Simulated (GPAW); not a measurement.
CaF2 (Fluorite):

```xyz
3
Lattice="0.0000 2.7310 2.7310 2.7310 0.0000 2.7310 2.7310 2.7310 0.0000" Properties=species:S:1:pos:R:3 pbc="T T T"
Ca    0.0000    0.0000    0.0000
F     4.0965    4.0965    4.0965
F     1.3655    1.3655    1.3655
```

Program: GPAW 26.7.0. Alike in all runs: task band structure; no spin polarisation; cell as given; k mesh 8 × 8 × 8; cutoff (eV) 800; smearing fermi-dirac 0.05 eV.

**Question.** Order these runs on this cell by their pressure, lowest first.
A. level PBE; potentials or basis GPAW PAW data sets (gpaw-data 1.2.1), pw
B. level LDA; potentials or basis the program's PAW data sets (release 1.2.1) made for this functional, pw
C. level r2SCAN; potentials or basis GPAW PAW data sets (gpaw-data 1.2.1), pw

**Answer.** B (-7.6 GPa), C (-2.4 GPa), A (1.1 GPa).

Caveats: the PAW data sets were made with another functional, which shifts forces and pressure a little (some runs).
